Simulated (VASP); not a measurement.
Wanted: the native input for a VASP 6.6.1 run.

```
Task                   : relaxation of the atoms
Functional             : PBE
Potentials or basis    : VASP PAW PBE potentials, release 64 (Rh_pv)
Cutoff                 : 520 eV
k mesh                 : 14 × 14 × 1
Occupations            : methfessel-paxton, width 0.1 eV
Spin                   : no spin polarisation
Dipole correction      : yes
Further INCAR settings : ALGO = Fast; EDIFF = 1e-07; IBRION = 2; EDIFFG = -0.02; NSW = 90
```

The structure of Rh lies in POSCAR:

```
Rh
1.0
    2.7193470000      0.0000000000      0.0000000000
   -1.3596735000      2.3550235400      0.0000000000
    0.0000000000      0.0000000000     21.2445491100
Rh
1
Direct
    0.6666670000      0.3333330000      0.5000000000
```

The cell was built by a generator and needn't be a form met in nature.

One way to write it, as run:

INCAR

```
SYSTEM = Rh
ALGO     = Fast           ! electronic algorithm
DIPOL    = 0.5 0.5 0.500
EDIFF    = 1E-7           ! SCF threshold, eV
EDIFFG   = -0.02          ! ionic threshold
ENCUT    = 520            ! plane-wave cutoff, eV
GGA      = PE             ! functional
IBRION   = 2              ! ionic algorithm
IDIPOL   = 3            
ISIF     = 2              ! what is computed and relaxed
ISMEAR   = 1              ! smearing method
LASPH    = .True.         ! aspherical terms in the spheres
LCHARG   = .False.        ! write CHGCAR
LDIPOL   = .True.       
LREAL    = .False.        ! projectors in reciprocal space
LWAVE    = .False.        ! write WAVECAR
NELM     = 120            ! most SCF steps
NSW      = 90             ! ionic steps
PREC     = Accurate       ! precision mode
SIGMA    = 0.1            ! smearing width, eV
```

KPOINTS

```
k-points
0
Gamma
  14 14 1
  0 0 0
```

Potentials or basis: VASP PAW PBE potentials, release 64 (Rh_pv).

Command:

```console
$ cat potpaw_PBE.64/Rh_pv/POTCAR > POTCAR
$ mpirun -np 1 vasp_std > vasp.out
```

It gave:

```
Band gap on the k mesh : none (metal or under the smearing width)
```

Caveat: the relaxation stopped at its first step, so nothing moved.

Run time: 59 s on 1 thread of Intel(R) Xeon(R) Platinum 8375C CPU @ 2.90GHz (Ice Lake) (shared host), peak memory 0.24 GiB.
